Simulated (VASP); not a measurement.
## SiO2 (Stishovite): relaxation of cell and atoms with PBE+D3(BJ)

SiO2 (Stishovite):

```
Si O
1.0
     4.17730    0.00000    0.00000
     0.00000    4.17730    0.00000
     0.00000    0.00000    2.66520
Si O
2 4
Cartesian
  0.0000 0.0000 0.0000
  2.0886 2.0886 1.3326
  1.2778 1.2778 0.0000
  0.8108 3.3665 1.3326
  2.8995 2.8995 0.0000
  3.3665 0.8108 1.3326
```

* Program: VASP 6.6.1
* Task: relaxation of cell and atoms
* Functional: PBE
* Dispersion: D3(BJ)
* Potentials or basis: VASP PAW PBE potentials, release 64 (Si, O)
* Cutoff: 600 eV
* k mesh: 8 × 8 × 10
* Occupations: gaussian, width 0.03 eV
* Spin: no spin polarisation
* Further INCAR settings: ALGO = Normal; EDIFF = 1e-06; IBRION = 2; EDIFFG = -0.01; NSW = 90; ISIF = 3

| Quantity | Value |
| --- | --- |
| Relaxed volume | 7.89 Å³/atom |
| Relaxed cell | a = 4.198 Å, b = 4.198 Å, c = 2.685 Å, α = 90.00°, β = 90.00°, γ = 90.00° |
| Space group after relaxing (to 0.05 Å) | P4_2/mnm (No. 136) |
| Energy gained by relaxing | 2.6 meV/atom |
| Ionic steps | 6 |
| Pressure after relaxing | 0.1 GPa |
| Band gap on the k mesh | 5.30 eV, direct |
| Dispersion energy per atom | -0.236 eV |

Stress tensor (GPa, compression positive):
```
 0.19  0.00  0.00
 0.00  0.19  0.00
 0.00  0.00 -0.06
```

The path:
| step | energy change (eV) | largest force (eV/Å) | pressure (GPa) | volume (Å³) |
| --- | --- | --- | --- | --- |
| 1 | 0.0000 | 0.0998 | 5.87 | 46.51 |
| 2 | 0.0135 | 0.2760 | -7.26 | 48.44 |
| 3 | -0.0151 | 0.0680 | 0.07 | 47.31 |
| 4 | -0.0151 | 0.0649 | 0.18 | 47.29 |
| 5 | -0.0154 | 0.0200 | 0.09 | 47.34 |
| 6 | -0.0154 | 0.0006 | 0.11 | 47.33 |

Final structure:
```
CELL_PARAMETERS angstrom
4.19844 0.00000 0.00000
0.00000 4.19844 0.00000
0.00000 0.00000 2.68509
ATOMIC_POSITIONS crystal
Si 0.00000 0.00000 0.00000
Si 0.50000 0.50000 0.50000
O 0.30592 0.30592 0.00000
O 0.19408 0.80592 0.50000
O 0.69408 0.69408 0.00000
O 0.80592 0.19408 0.50000
```

Levels at points of the mesh, in eV from the valence-band top:
```tsv
k point	band 13	band 14	band 15	band 16	band 17	band 18	band 19	band 20
(0.00, 0.00, 0.00)	-2.51	-0.87	-0.87	0.00	5.30	6.61	8.34	8.34
(0.50, 0.00, 0.00)	-2.66	-2.66	-1.05	-1.05	7.51	7.51	8.93	8.93
(0.50, 0.50, 0.00)	-2.64	-2.64	-2.22	-2.22	7.21	7.21	9.89	9.89
(0.00, 0.00, 0.50)	-3.00	-3.00	-2.62	-2.62	8.88	8.88	12.48	12.48
(0.50, 0.00, 0.50)	-2.24	-2.24	-1.72	-1.72	8.61	8.61	9.70	9.70
(0.50, 0.50, 0.50)	-1.73	-1.73	-1.52	-1.52	6.98	6.98	10.92	10.92
```

Wall time 94 s on 2 MPI ranks on Intel(R) Xeon(R) Platinum 8259CL CPU @ 2.50GHz (Skylake/Cascade Lake) (shared host), peak memory 0.24 GiB a rank.

A k mesh can miss the band edges. As with any semilocal functional, this PBE gap is likely too small.
